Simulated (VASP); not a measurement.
Here is a VASP 6.6.1 calculation.

File INCAR:

```
PREC     = Accurate       # precision mode
ENCUT    = 520            # plane-wave cutoff, eV
EDIFF    = 1E-7           # SCF threshold, eV
ISMEAR   = 0              # smearing method
SIGMA    = 0.02           # smearing width, eV
LREAL    = False          # projectors in reciprocal space
LASPH    = True           # aspherical terms in the spheres
NELM     = 100            # most SCF steps
ALGO     = Normal         # electronic algorithm
ISIF     = 2              # what is computed and relaxed
LWAVE    = False          # write WAVECAR
LCHARG   = False          # write CHGCAR
GGA      = PE             # functional
NBANDS   = 16             # bands
```

KPOINTS

```
Automatic mesh
0
Gamma
  11 11 11
```

The input POSCAR:

```
CoSi2
1.0
    0.0000000000      2.6780000000      2.6780000000
    2.6780000000      0.0000000000      2.6780000000
    2.6780000000      2.6780000000      0.0000000000
Co Si
1 2
Direct
    0.0000000000      0.0000000000      0.0000000000
    0.7500000000      0.7500000000      0.7500000000
    0.2500000000      0.2500000000      0.2500000000
```

Potentials or basis: VASP PAW PBE potentials, release 64 (Co, Si).

Run with:

```console
$ cat potpaw_PBE.64/Co/POTCAR potpaw_PBE.64/Si/POTCAR > POTCAR
$ mpirun -np 1 vasp_std > vasp.out
```

Q: Predict the pressure.

A: 0.1 GPa.

Q: What does it give for the band gap on the k mesh?

A: None (metal or under the smearing width).

Spin polarisation is off, so any magnetic state and its effect on volume and gap are missing.
